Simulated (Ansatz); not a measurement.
**Au under pressure**

All numbers below come from DFT r2SCAN, scalar-relativistic, plane waves, PAW in Ansatz 0.2.0. Run with 500 eV cutoff, 18×18×18 k-mesh, Gaussian smearing of 0.10 eV, no spin polarisation.

Reference structure (relaxed):

```yaml
crystal:
  lattice:
    - [-1.63769, 1.63769, 1.63769]
    - [1.63769, -1.63769, 1.63769]
    - [1.63769, 1.63769, -1.63769]
  atoms:
    - { symbol: Au, position: [0.00000, 0.00000, 0.00000] }
```

Cell and atoms are relaxed at each pressure within the symmetry of the start, at zero temperature, so transitions that lower the symmetry aren't seen. The k-mesh given is that at zero pressure and may differ at others. a, b and c are the lengths of the cell vectors above. ΔH is E + PV over the energy at zero pressure.

Spin–orbit coupling is left out, which can shift energies with elements as heavy as these.

```
P (GPa) V (Å³/atom) V/V0  a (Å) b (Å) c (Å)  ΔH (eV/atom)
     -1        17.69  1.007  2.843  2.843  2.843        -0.110
      0        17.57  1.000  2.837  2.837  2.837         0.000
      1        17.45  0.993  2.830  2.830  2.830         0.109
      4        17.14  0.976  2.813  2.813  2.813         0.433
     12        16.47  0.937  2.776  2.776  2.776         1.271
     25        15.65  0.891  2.729  2.729  2.729         2.572
     50        14.55  0.828  2.664  2.664  2.664         4.924
     90        13.41  0.763  2.592  2.592  2.592         8.404
```

This bcc form isn't the element's structure at ambient conditions.